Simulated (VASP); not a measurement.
# LiH (I-4m2) in VASP: further runs

Aim: see how the results for LiH move with the level of theory and the settings. Levels: HSE06, PBE. Tasks: single point.

All numbers are computed with VASP 6.6.1; they aren't measurements. Logs are shortened: lines on timing, memory, paths and dates and some standing lists are left out, and cuts for length are marked.

## (1) The cell of the first run

The structure is tetragonal, space group I-4m2 (No. 119). The conventional cell has a = 3.034 Å, b = 3.034 Å, c = 4.245 Å, α = 90.00°, β = 90.00°, γ = 90.00°. Li (site symmetry -4m2) has 4 H at 1.85 Å as nearest neighbours. H (site symmetry -4m2) has 4 Li at 1.85 Å as nearest neighbours.

The cell was built by a generator and needn't be a form met in nature.

## (2) Single point, HSE06 (uniaxial_x strain -1.1%)

File POSCAR:

```
LiH
1.0
    0.0000000000      2.1451220099      2.1451220099
    2.1225982288      0.0000000000      2.1451220099
    2.1225982288      2.1451220099      0.0000000000
Li H
1 1
Direct
    0.0000000000      0.0000000000      0.0000000000
    0.2500000000      0.2500000000      0.2500000000
```

File INCAR.step1:

```
  PREC = Accurate
  ENCUT = 520
  EDIFF = 1E-5
  ISMEAR = 0
  SIGMA = 0.01
  LREAL = False
  LASPH = True
  NELM = 100
  ALGO = Normal
  ISIF = 2
  LWAVE = True
  LCHARG = False
  GGA = PE
  NBANDS = 9
```

File INCAR.step2:

```
  PREC = Accurate
  ENCUT = 520
  EDIFF = 1E-7
  ISMEAR = 0
  SIGMA = 0.01
  LREAL = False
  LASPH = True
  NELM = 100
  ALGO = Normal
  ISIF = 2
  LWAVE = False
  LCHARG = False
  GGA = PE
  LHFCALC = True
  HFSCREEN = 0.2079
  PRECFOCK = Normal
  ISTART = 1
  NBANDS = 9
```

File KPOINTS:

```
Automatic mesh
0
Gamma
  8 8 8
```

Potentials or basis: VASP PAW PBE potentials, release 64 (Li_sv, H).

Launch:

```
cat potpaw_PBE.64/Li_sv/POTCAR potpaw_PBE.64/H/POTCAR > POTCAR
cp INCAR.step1 INCAR
mpirun -np 1 vasp_std > vasp.out
cp INCAR.step2 INCAR
mpirun -np 1 vasp_std > vasp.out
```

OUTCAR:

```text
PREC = Accurate
   ENCUT = 520
   EDIFF = 1E-7
   ISMEAR = 0
   LREAL = False
   LASPH = True
   NELM = 100
   ISIF = 2
   GGA = PE
   LHFCALC = True
   HFSCREEN = 0.2079
   PRECFOCK = Normal
   ISTART = 1

 ion  position               nearest neighbor table
   1  0.000  0.000  0.000-
   2  0.250  0.250  0.250-

  LATTYP: Found a body centered tetragonal cell.
 ALAT       =     3.0336606393
 C/A-ratio  =     1.3993643200

  Lattice vectors:

 A1 = (  -2.1225982288,   0.0000000000,  -2.1451220099)
 A2 = (  -2.1225982288,   0.0000000000,   2.1451220099)
 A3 = (   2.1225982288,   2.1451220099,   0.0000000000)

Analysis of symmetry for initial positions (statically):
=====================================================================
 Subroutine PRICEL returns:
 Original cell was already a primitive cell.

 Routine SETGRP: Setting up the symmetry group for a
 body centered tetragonal supercell.

 Subroutine GETGRP returns: Found  8 space group operations
 (whereof  8 operations were pure point group operations)
 out of a pool of 16 trial point group operations.

The static configuration has the point symmetry D_2d.

Analysis of symmetry for dynamics (positions and initial velocities):
=====================================================================
 Subroutine PRICEL returns:
 Original cell was already a primitive cell.

 Routine SETGRP: Setting up the symmetry group for a
 body centered tetragonal supercell.

 Subroutine GETGRP returns: Found  8 space group operations
 (whereof  8 operations were pure point group operations)
 out of a pool of 16 trial point group operations.

The dynamic configuration has the point symmetry D_2d.

 Subroutine INISYM returns: Found  8 space group operations
 (whereof  8 operations are pure point group operations),
 and found     1 'primitive' translations

----------------------------------------------------------------------------------------

                                     Primitive cell

  volume of cell :      19.5345

  direct lattice vectors                    reciprocal lattice vectors
     0.000000000  2.145122010  2.145122010    -0.235560359  0.233086975  0.233086975
     2.122598229  0.000000000  2.145122010     0.235560359 -0.233086975  0.233086975
     2.122598229  2.145122010  0.000000000     0.235560359  0.233086975 -0.233086975

  length of vectors
     3.033660639  3.017775949  3.017775949     0.405151525  0.405151525  0.405151525

  position of ions in fractional coordinates (direct lattice)
     0.000000000  0.000000000  0.000000000
     0.250000000  0.250000000  0.250000000

  ion indices of the primitive-cell ions
   primitive index   ion index
                 1           1
                 2           2

----------------------------------------------------------------------------------------

 KPOINTS: Automatic mesh

Automatic generation of k-mesh.
 Grid dimensions read from file:
 generate k-points for:    8    8    8

 Generating k-lattice:

  Cartesian coordinates                     Fractional coordinates (reciprocal lattice)
    -0.029445045  0.029135872  0.029135872     0.125000000  0.000000000  0.000000000
     0.029445045 -0.029135872  0.029135872     0.000000000  0.125000000 -0.000000000
     0.029445045  0.029135872 -0.029135872     0.000000000 -0.000000000  0.125000000

  Length of vectors
     0.050643941  0.050643941  0.050643941

  Shift w.r.t. Gamma in fractional coordinates (k-lattice)
     0.000000000  0.000000000  0.000000000

 Subroutine IBZKPT returns following result:
 ===========================================

 Found     59 irreducible k-points:

 Following reciprocal coordinates:
            Coordinates               Weight
  0.000000  0.000000  0.000000      1.000000
  0.125000  0.000000  0.000000      8.000000
  0.250000  0.000000  0.000000      8.000000
  0.375000  0.000000  0.000000      8.000000
  0.500000  0.000000  0.000000      4.000000
  0.125000  0.125000  0.000000      4.000000
[... 16 lines left out ...]
  0.250000  0.125000  0.125000      4.000000
  0.375000  0.125000  0.125000      8.000000
 [... further k-points ...]
   k-points           NKPTS =     59   k-points in BZ     NKDIM =    512   number of bands    NBANDS=      9
   number of dos      NEDOS =    301   number of ions     NIONS =      2
   total plane-waves  NPLWV =  13824
   dimension x,y,z NGX =    24 NGY =   24 NGZ =   24
   dimension x,y,z NGXF=    48 NGYF=   48 NGZF=   48
   ions per type =               1   1
   NGX,Y,Z   is equivalent  to a cutoff of  13.15, 13.22, 13.22 a.u.
   NGXF,Y,Z  is equivalent  to a cutoff of  26.30, 26.44, 26.44 a.u.
 SYSTEM =  unknown system
   PREC   = accura    normal or accurate (medium, high low for compatibility)
   ISTART =      1    job   : 0-new  1-cont  2-samecut
   ICHARG =      0    charge: 1-file 2-atom 10-const
   ISPIN  =      1    spin polarized calculation?
   LNONCOLLINEAR =      F non collinear calculations
   LSORBIT =      F    spin-orbit coupling
   LASPH  =      T    aspherical Exc in radial PAW
   ENCUT  =  520.0 eV  38.22 Ry    6.18 a.u.   5.64  5.61  5.61*2*pi/ulx,y,z
   NELM   =    100;   NELMIN=  2; NELMDL=  0     # of ELM steps
   EDIFF  = 0.1E-06   stopping-criterion for ELM
   LREAL  =      F    real-space projection
   EDIFFG = 0.1E-05   stopping-criterion for IOM
   NSW    =      0    number of steps for IOM
   IBRION =     -1    ionic relax: 0-MD 1-quasi-New 2-CG
   NFREE  =      0    steps in history (QN), initial steepest desc. (CG)
   ISIF   =      2    stress and relaxation
   ISYM   =      3    0-nonsym 1-usesym 2-fastsym
   POTIM  = 0.5000    time-step for ionic-motion
   TEBEG  =    0.0;   TEEND  =   0.0 temperature during run
   PSTRESS=    0.0 pullay stress
   NELECT =       4.0000    total number of electrons
   NUPDOWN=      -1.0000    fix difference up-down
   EMIN   =  10.00;   EMAX   =-10.00  energy-range for DOS
   EFERMI =   0.00;   METHOD = LEGACY
   ISMEAR =     0;   SIGMA  =   0.01  broadening in eV -4-tet -1-fermi 0-gaus
   EFERMI_NEDOS =   21; number of points for ismear=-14 and -15
   IALGO  =     38    algorithm
   IMIX   =      1    mixing-type and parameters
     AMIX     =   0.40;   BMIX     =  1.00
     AMIX_MAG =   1.60;   BMIX_MAG =  1.00
  volume/ion in A,a.u.               =       9.77        65.91
  Fermi-wavevector in a.u.,A,eV,Ry     =   0.964926  1.823447 12.668155  0.931083
  Thomas-Fermi vector in A             =   2.094600
   LORBIT       =      0    0 simple, 1 ext, 2 COOP (PROOUT), +10 PAW based schemes
   GGA     = PE    functional components
   LHFCALC =     T    Hartree Fock is set to
   PRECFOCK=normal    Normal, Fast or Accurate (Low or Medium for compatibility)
   ENCUT4O =  -1.0   cutoff for four orbital integrals eV
   NKREDX  =     1    reduce k-point grid by
   NKREDY  =     1    reduce k-point grid by
   NKREDZ  =     1    reduce k-point grid by
   AEXX    =    0.2500 exact exchange contribution
   HFSCREEN=    0.2079 screening length (either q_TF or 0.3 A-1)
   HFSCREENC=   0.2079 screening length for correlation (either q_TF or 0.3 A-1)
   ENCUTFOCK=  -1.0 apply spherical cutoff to Coloumb kernel
   IVDW    =     0    specifies the selected vdW correction
   LEPSILON=     F    determine dielectric tensor
   LRPA    =     F    only Hartree local field effects (RPA)
 non-spin polarized calculation
 Gauss-broadening in eV      SIGMA  =   0.01
  energy-cutoff  :      520.00
  volume of cell :       19.53
 maximum number of plane-waves:       536
  NGX = 18; NGY = 18; NGZ = 18

 number of electron       3.9999993 magnetization

 Free energy of the ion-electron system (eV)
  ---------------------------------------------------
  ext. energy  EPLUGINS =         0.00000000
  ---------------------------------------------------
  free energy    TOTEN  =        -6.68278476 eV

  energy without entropy =       -6.68278476  energy(sigma->0) =       -6.68278476

 E-fermi :  -2.2128     XC(G=0):  -6.5034

 val. band max:       -2.3800672299   @ k =  -0.2500   0.5000   0.2500
 cond. band min:       2.8732648294   @ k =   0.5000   0.0000   0.0000
 fundamental gap:      5.2533320593
 Fermi energy:        -2.2128137199

 k-point     1 :       0.0000    0.0000    0.0000
  band No.  band energies     occupation
      1     -48.6264      2.00000
      2      -6.5725      2.00000
      3      12.3732      0.00000
      4      16.5745      0.00000
      5      16.5745      0.00000
      6      16.5816      0.00000
      7      19.1353      0.00000
      8      19.1353      0.00000
      9      19.1417      0.00000

 k-point     2 :       0.1250    0.0000    0.0000
  band No.  band energies     occupation
      1     -48.6225      2.00000
      2      -6.2890      2.00000
      3      10.7682      0.00000
      4      15.1220      0.00000
      5      15.7555      0.00000
      6      15.8065      0.00000
      7      20.2959      0.00000
      8      20.3065      0.00000
      9      22.6609      0.00000

 k-point     3 :       0.2500    0.0000    0.0000
  band No.  band energies     occupation
      1     -48.6129      2.00000
      2      -5.4675      2.00000
      3       7.2890      0.00000
      4      14.8190      0.00000
      5      14.9146      0.00000
      6      15.1361      0.00000
      7      20.0952      0.00000
      8      20.3210      0.00000
      9      21.8766      0.00000

 k-point     4 :       0.3750    0.0000    0.0000
  band No.  band energies     occupation
      1     -48.6033      2.00000
      2      -4.2949      2.00000
      3       4.2401      0.00000
      4      14.3379      0.00000
      5      14.4918      0.00000
      6      15.3316      0.00000
      7      18.6374      0.00000
      8      18.8741      0.00000
      9      21.6509      0.00000

 k-point     5 :       0.5000    0.0000    0.0000
  band No.  band energies     occupation
      1     -48.5994      2.00000
      2      -3.5763      2.00000
      3       2.8733      0.00000
      4      14.2153      0.00000
      5      14.3921      0.00000
      6      15.3625      0.00000
      7      18.0517      0.00000
      8      18.2721      0.00000
      9      21.9362      0.00000

 k-point     6 :       0.1250    0.1250    0.0000
  band No.  band energies     occupation
      1     -48.6212      2.00000
      2      -6.1988      2.00000
      3      10.9488      0.00000
      4      14.2302      0.00000
      5      14.2533      0.00000
      6      16.4847      0.00000
      7      20.1644      0.00000
      8      21.3693      0.00000
      9      22.1195      0.00000
[... 169 lines left out ...]
 k-point    21 :       0.5000    0.5000    0.0000
  band No.  band energies     occupation
      1     -48.5913      2.00000
      2      -2.8005      2.00000
      3       5.9237      0.00000
      4       8.9602      0.00000
      5       9.8331      0.00000
      6       9.8616      0.00000
      7      17.7102      0.00000
      8      28.1544      0.00000
      9      32.0182      0.00000

 k-point    22 :       0.0000    0.1250    0.1250
  band No.  band energies     occupation
      1     -48.6210      2.00000
      2      -6.1889      2.00000
      3      10.9144      0.00000
      4      14.1794      0.00000
      5      14.1794      0.00000
      6      16.5082      0.00000
      7      20.5035      0.00000
      8      21.4384      0.00000
      9      22.1958      0.00000

 k-point    23 :       0.2500    0.1250    0.1250
  band No.  band energies     occupation
      1     -48.6168      2.00000
      2      -5.8311      2.00000
      3       9.0379      0.00000
      4      12.9489      0.00000
      5      15.5423      0.00000
      6      16.3775      0.00000
      7      20.0128      0.00000
      8      20.6819      0.00000
      9      21.8407      0.00000

 k-point    24 :       0.3750    0.1250    0.1250
  band No.  band energies     occupation
      1     -48.6072      2.00000
      2      -4.8740      2.00000
      3       6.1512      0.00000
      4      11.8136      0.00000
      5      15.1255      0.00000
      6      15.6930      0.00000
      7      19.5182      0.00000
      8      19.7353      0.00000
      9      23.5216      0.00000

 [... further k-points ...]

------------------------ aborting loop because EDIFF is reached ----------------------------------------

  FORCE on cell =-STRESS in cart. coord.  units (eV):
  Direction    XX          YY          ZZ          XY          YZ          ZX
  --------------------------------------------------------------------------------------
  -------------------------------------------------------------------------------------
  Total       -0.0063736     -0.0245654     -0.0245654      0.0000000      0.0000000      0.0000000
  in kB       -0.5227496     -2.0148034     -2.0148034      0.0000000      0.0000000      0.0000000
  external PRESSURE =      -1.5174521 kB  Pullay stress =       0.0000000 kB

 VOLUME and BASIS-vectors are now :
 -----------------------------------------------------------------------------
  energy-cutoff  :      520.00
  volume of cell :       19.53
      direct lattice vectors                 reciprocal lattice vectors
     0.000000000  2.145122010  2.145122010    -0.235560359  0.233086975  0.233086975
     2.122598229  0.000000000  2.145122010     0.235560359 -0.233086975  0.233086975
     2.122598229  2.145122010  0.000000000     0.235560359  0.233086975 -0.233086975

 POSITION                                       TOTAL-FORCE (eV/Angst)
 -----------------------------------------------------------------------------------
      0.00000      0.00000      0.00000        -0.000000      0.000000      0.000000
      1.06130      1.07256      1.07256         0.000000     -0.000000     -0.000000
 -----------------------------------------------------------------------------------
    total drift:                                0.000000      0.000000      0.000000

  FREE ENERGIE OF THE ION-ELECTRON SYSTEM (eV)
  ---------------------------------------------------
  free  energy   TOTEN  =        -6.6827847628 eV

  energy  without entropy=       -6.6827847628  energy(sigma->0) =       -6.68278476
```

Wall time 9.2 min (1 thread of Intel Xeon 6975P-C (Granite Rapids), shared host); peak memory 0.25 GiB.

Results:

| Item | Value |
| --- | --- |
| Free energy | -6.6828 eV |
| Band gap on the k mesh | 5.25 eV, indirect (least direct gap 6.45 eV) |

Caveat: the cutoff is under 1.25 times the usual one of these potentials, so pressure, stress and relaxed cells hold a basis-set (Pulay) error; the PAW data sets were made with another functional, which shifts forces and pressure a little. A k mesh can miss the band edges.

## (3) Single point, PBE (uniaxial_x strain -1.1%)

File INCAR:

```
PREC = Accurate
ENCUT = 520
EDIFF = 1E-6
ISMEAR = -1
SIGMA = 0.02
LREAL = False
LASPH = True
NELM = 100
ALGO = Normal
ISIF = 2
LWAVE = False
LCHARG = False
GGA = PE
NBANDS = 9
```

File KPOINTS:

```
regular mesh
0
Gamma
  10 10 10
```

POSCAR is that of step 2.

Potentials or basis: VASP PAW PBE potentials, release 64 (Li_sv, H).

Launch:

```
cat potpaw_PBE.64/Li_sv/POTCAR potpaw_PBE.64/H/POTCAR > POTCAR
mpirun -np 1 vasp_std > vasp.out
```

Wall time 5.8 s (1 thread of Intel Xeon 6975P-C (Granite Rapids), shared host); peak memory 0.14 GiB.

It converged, with:

```yaml
Free_energy: -6.0304 eV
Band_gap_on_the_k_mesh: 4.23 eV, indirect (least direct gap 5.29 eV)
```

Levels at points of the mesh, in eV from the valence-band top:
```
           k point  band 1  band 2  band 3  band 4  band 5  band 6  band 7
(0.00, 0.00, 0.00)  -43.33   -3.72   13.17   17.38   17.38   17.39   19.95
(0.50, 0.00, 0.00)  -43.31   -1.07    4.23   15.05   15.23   16.18   18.98
(0.50, 0.50, 0.00)  -43.30   -0.38    7.18   10.05   10.83   10.85   18.54
(0.00, 0.50, 0.50)  -43.30   -0.28    7.31    9.94   10.69   10.69   18.42
```

Caveat: the cutoff is under 1.25 times the usual one of these potentials, so pressure, stress and relaxed cells hold a basis-set (Pulay) error.
